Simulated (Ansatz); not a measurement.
Input of an Ansatz 0.2.0 run:

Contents of input.yaml:

```yaml
crystal:
  lattice:
    - [2.7836650458, 0.0, 0.0]
    - [-1.3918325229, 2.4107246453, 0.0]
    - [0.0, 0.0, 4.628893]
  atoms:
    - { symbol: Pd, position: [0.3333333333, 0.6666666667, 0.25] }
    - { symbol: Pd, position: [0.6666666667, 0.3333333333, 0.75] }
hamiltonian:
  xc: pbesol
  pseudopotentials: { kind: paw }
kpoints:
  mp_grid: { grid: [11, 11, 6] }
scf:
  occupations: { method: fermi_dirac, width: 0.05 }
output:
  forces: true
  stress: true
  eigenvalues: true
relax:
  f_tol: 0.01
  max_steps: 40
  cell: { stress_tol: 0.05 }
```

Potentials or basis: Ansatz PAW.

The run is started by

```sh
$ ansatz run input.yaml --threads 2 --pin off --max-ram 5632MiB --backend cpu --events-out ev --progress --plain --runs-dir out
```

(1) Estimate the space group after relaxing (to 0.05 Å).

(2) What does it give for the relaxed volume?

Results:

(1) P6_3/mmc (No. 194).

(2) 14.62 Å³/atom.

Caveat: the PAW data sets come from PBE, with cores solved anew for the run's functional, which leaves a small shift of forces and pressure.
